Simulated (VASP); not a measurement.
The system is Ru.

```
Ru
1.0
     0.00000    2.63517    2.63517
     2.63517    0.00000    2.63517
     2.63517    2.63517    0.00000
Ru
2
Direct
  0.12500 0.12500 0.12500
  0.87500 0.87500 0.87500
```

The cell was built by a generator and needn't be a form met in nature.

| Item | Value |
| --- | --- |
| Program | VASP 6.6.1 |
| Task | relaxation of cell and atoms |
| Functional | BLYP |
| Potentials or basis | VASP PAW PBE potentials, release 64 (Ru_pv) |
| Cutoff | 600 eV |
| k mesh | 10 × 10 × 10 |
| Occupations | fermi-dirac, width 0.1 eV |
| Spin | no spin polarisation |

At the start: pressure 31.4 GPa; volume 18.30 Å³/atom.

Task: How do energy, volume and symmetry change on relaxing?

Result: Over 5 steps the energy falls by 255.3 meV/atom and the volume is 21.31 Å³/atom (+16.5 %); space group Fd-3m (No. 227, to 0.05 Å).

The path:
```csv
step,energy change (eV),largest force (eV/Å),pressure (GPa),volume (Å³)
1,0.0000,0.0000,31.41,36.60
2,0.9712,0.0000,-20.81,59.08
3,-0.5049,0.0000,-2.40,43.38
4,-0.5103,0.0000,-0.53,42.79
5,-0.5106,0.0000,0.00,42.63
```

Final structure:
```cif
data_structure
_symmetry_space_group_name_H-M 'P 1'
_symmetry_Int_Tables_number 1
_cell_length_a 3.9210
_cell_length_b 3.9210
_cell_length_c 3.9210
_cell_angle_alpha 60.000
_cell_angle_beta 60.000
_cell_angle_gamma 60.000
_cell_volume 42.63
loop_
_atom_site_label
_atom_site_type_symbol
_atom_site_fract_x
_atom_site_fract_y
_atom_site_fract_z
_atom_site_occupancy
Ru1 Ru 0.12500 0.12500 0.12500 1
Ru2 Ru 0.87500 0.87500 0.87500 1
```

Caveat: the volume moved by over 15 % at a fixed basis, so the end points are rough; the PAW data sets were made with another functional, which shifts forces and pressure a little.
